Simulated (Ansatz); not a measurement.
The system is TePb.

```xyz
2
Lattice="4.0023 0.0000 0.0000 0.0000 4.0023 0.0000 0.0000 0.0000 4.0023" Properties=species:S:1:pos:R:3 pbc="T T T"
Pb    0.0000    0.0000    0.0000
Te    2.0011    2.0011    2.0011
```

Measurements of this composition are mostly on another form, of space group No. 225.

* Program: Ansatz 0.2.0
* Task: relaxation of cell and atoms
* Functional: LDA
* Potentials or basis: Ansatz PAW
* Cutoff: 420 eV (not typed: the program's choice for these potentials)
* k mesh: 7 × 7 × 7
* Occupations: fermi-dirac, width 0.05 eV
* Spin: no spin polarisation

At the start: volume 32.05 Å³/atom.

Problem. How do energy, volume and symmetry change on relaxing?

Solution. It ends after 4 steps and the volume is 29.13 Å³/atom (-9.1 %); space group Pm-3m (No. 221, to 0.05 Å).

The path:
```csv
step,energy change (eV),largest force (eV/Å),volume (Å³)
1,0.0000,0.0000,64.11
2,-0.0793,0.0000,58.05
3,-0.0794,0.0000,58.26
4,-0.0784,0.0000,58.26
```

Final structure:
```
CELL_PARAMETERS angstrom
3.87668 0.00000 0.00000
0.00000 3.87668 0.00000
0.00000 0.00000 3.87668
ATOMIC_POSITIONS crystal
Pb 0.00000 0.00000 0.00000
Te 0.50000 0.50000 0.50000
```

Caveat: the plane-wave basis is chosen anew once the cell has moved, so the energies of steps on either side of that aren't comparable; the PAW data sets come from PBE, with cores solved anew for the run's functional, which leaves a small shift of forces and pressure.
